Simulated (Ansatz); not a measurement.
Crystal: SnSe.

```
Sn Se
1.0
     0.00000    3.01000    3.01000
     3.01000    0.00000    3.01000
     3.01000    3.01000    0.00000
Sn Se
1 1
Cartesian
  0.0000 0.0000 0.0000
  3.0100 3.0100 3.0100
```

Measurements of this composition are mostly on another form, of space group No. 62.

Base run:

| Property | Result |
| --- | --- |
| Program | Ansatz 0.2.0 |
| Functional | PBEsol |
| Potentials or basis | Ansatz PAW |
| Cutoff | 420 eV (not typed: the program's choice for these potentials) |
| k mesh | 8 × 8 × 8 |
| Occupations | fixed |
| Spin | no spin polarisation |

Its results: band gap on the k mesh 0.65 eV, direct.

Q: The run is repeated on the same cell with these changes: functional from PBEsol to RPBE; occupations from fixed to gaussian, width 0.05 eV. What comes out?

A: Band gap on the k mesh 0.54 eV, direct.

Caveats: spin-orbit coupling is left out, which moves the levels of the heavy elements.

A k mesh can miss the band edges.
